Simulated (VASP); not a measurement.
A run of VASP 6.6.1 is set up as follows.

INCAR

```
PREC = Accurate
ENCUT = 520
EDIFF = 1E-7
ISMEAR = 0
SIGMA = 0.1
LREAL = False
LASPH = True
NELM = 80
ALGO = Fast
ISIF = 2
LWAVE = False
LCHARG = False
LDIPOL = True
IDIPOL = 3
DIPOL = 0.5 0.5 0.500
GGA = PE
IVDW = 12
NBANDS = 16
```

File KPOINTS:

```
Automatic mesh
0
Gamma
  21 21 1
```

POSCAR

```
C
1.0
    2.4649634493      0.0000000000      0.0000000000
   -1.2324817246      2.1347209665      0.0000000000
    0.0000000000      0.0000000000     32.7405396780
C
4
Direct
    0.0000000000      0.0000000000      0.4485306358
    0.6666666667      0.3333333333      0.4485306310
    0.0000000000      0.0000000000      0.5514693690
    0.3333333333      0.6666666667      0.5514693642
```

Potentials or basis: VASP PAW PBE potentials, release 64 (C).

Run with:

```bash
$ cat potpaw_PBE.64/C/POTCAR > POTCAR
$ mpirun -np 1 vasp_std > vasp.out
```

(1) Predict the dispersion energy per atom.

(2) Predict the band gap on the k mesh.

(3) What does it give for the largest force?

Results:

(1) -0.119 eV.

(2) none (metal or under the smearing width).

(3) 0.013 eV/Å.
